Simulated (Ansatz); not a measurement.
Crystal: Si.

```
CELL_PARAMETERS angstrom
0.00000 2.72185 2.72185
2.72185 0.00000 2.72185
2.72185 2.72185 0.00000
ATOMIC_POSITIONS crystal
Si 0.50000 0.50000 0.50000
Si 0.75000 0.75000 0.75000
```

- Program: Ansatz 0.2.0
- Task: relaxation of cell and atoms
- Functional: revPBE
- Potentials or basis: Ansatz PAW
- Cutoff: 420 eV (not typed: the program's choice for these potentials)
- k mesh: 8 × 8 × 8
- Occupations: fermi-dirac, width 0.05 eV
- Spin: no spin polarisation

At the start: volume 20.16 Å³/atom.

Question: How do energy, volume and symmetry change on relaxing?

Answer: It ends after 4 steps and the volume is 20.72 Å³/atom (+2.8 %); space group Fd-3m (No. 227, to 0.05 Å).

The path:
```tsv
step	energy change (eV)	largest force (eV/Å)	volume (Å³)
1	0.0000	0.0000	40.33
2	-0.0080	0.0000	41.17
3	-0.0085	0.0000	41.44
4	-0.0086	0.0000	41.44
```

Final structure:
```
Si
1.0
     0.00000    2.74663    2.74663
     2.74663    0.00000    2.74663
     2.74663    2.74663    0.00000
Si
2
Direct
  0.50000 0.50000 0.50000
  0.75000 0.75000 0.75000
```

Caveat: the plane-wave basis is chosen anew once the cell has moved, so the energies of steps on either side of that aren't comparable; the PAW data sets come from PBE, with cores solved anew for the run's functional, which leaves a small shift of forces and pressure.
